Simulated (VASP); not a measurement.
Pt: relaxation of cell and atoms with PBE

Crystal: Pt.

```
Pt
1.0
     0.00000    1.96090    1.96090
     1.96090    0.00000    1.96090
     1.96090    1.96090    0.00000
Pt
1
Direct
  0.00000 0.00000 0.00000
```

| Property | Result |
| --- | --- |
| Program | VASP 6.6.1 |
| Task | relaxation of cell and atoms |
| Functional | PBE |
| Potentials or basis | VASP PAW PBE potentials, release 64 (Pt) |
| Cutoff | 520 eV |
| k mesh | 4 × 4 × 4 |
| Occupations | gaussian, width 0.1 eV |
| Spin | no spin polarisation |
| Further INCAR settings | ALGO = Normal; EDIFF = 1e-07; IBRION = 2; EDIFFG = -0.002; NSW = 80; ISIF = 3 |

| Quantity | Value |
| --- | --- |
| Relaxed volume | 15.49 Å³/atom |
| Relaxed cell | a = 2.798 Å, b = 2.798 Å, c = 2.798 Å, α = 60.00°, β = 60.00°, γ = 60.00° |
| Space group after relaxing (to 0.05 Å) | Fm-3m (No. 225) |
| Energy gained by relaxing | 9.6 meV/atom |
| Ionic steps | 4 |
| Pressure after relaxing | 0.0 GPa |
| Band gap on the k mesh | none (metal or under the smearing width) |

The path:
| step | energy change (eV) | largest force (eV/Å) | pressure (GPa) | volume (Å³) |
| --- | --- | --- | --- | --- |
| 1 | 0.0000 | 0.0000 | 7.66 | 15.08 |
| 2 | 0.0572 | 0.0000 | -16.24 | 16.71 |
| 3 | -0.0096 | 0.0000 | -0.22 | 15.51 |
| 4 | -0.0096 | 0.0000 | -0.02 | 15.49 |

Final structure:
```
Pt
1.0
     0.00000    1.97872    1.97872
     1.97872    0.00000    1.97872
     1.97872    1.97872    0.00000
Pt
1
Direct
  0.00000 0.00000 0.00000
```

Levels at points of the mesh, in eV from the Fermi level:
```
           k point  band 3  band 4  band 5  band 6  band 7  band 8
(0.00, 0.00, 0.00)   -3.83   -3.83   -1.75   -1.75   14.51   19.35
(0.50, 0.00, 0.00)   -3.87   -0.55   -0.16   -0.16    5.44   14.08
(0.50, 0.50, 0.00)   -0.18    0.26    0.26    1.64    8.40   11.12
```

Wall time 16 s on 1 thread of AMD EPYC 7R43 64-Core Processor (Zen 3) (shared host), peak memory 0.11 GiB.

Caveat: the k mesh is coarse (spacing up to 0.69 Å⁻¹), so the values aren't converged. Zero-point motion and thermal expansion aren't in these numbers.
